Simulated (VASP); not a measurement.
Crystal: AlAs.

```
As Al
1.0
     0.00000    2.83040    2.83040
     2.83040    0.00000    2.83040
     2.83040    2.83040    0.00000
As Al
1 1
Cartesian
  4.2456 4.2456 4.2456
  0.0000 0.0000 0.0000
```

Base run:

| Property | Result |
| --- | --- |
| Program | VASP 6.6.1 |
| Functional | PBE |
| Potentials or basis | VASP PAW PBE potentials, release 64 (As, Al) |
| Cutoff | 520 eV |
| k mesh | 8 × 8 × 8 |
| Occupations | gaussian, width 0.02 eV |
| Spin | no spin polarisation |

Its results: band gap on the k mesh 1.43 eV, indirect (least direct gap 2.06 eV).

Question: The run is repeated on the same cell with these changes: k mesh from 8 × 8 × 8 to 3 × 3 × 3. What comes out?

Answer: Band gap on the k mesh 1.93 eV, indirect (least direct gap 2.05 eV).

Caveats: some runs use coarse meshes; an odd mesh through Γ misses points on the zone boundary, where band edges often lie (some runs).
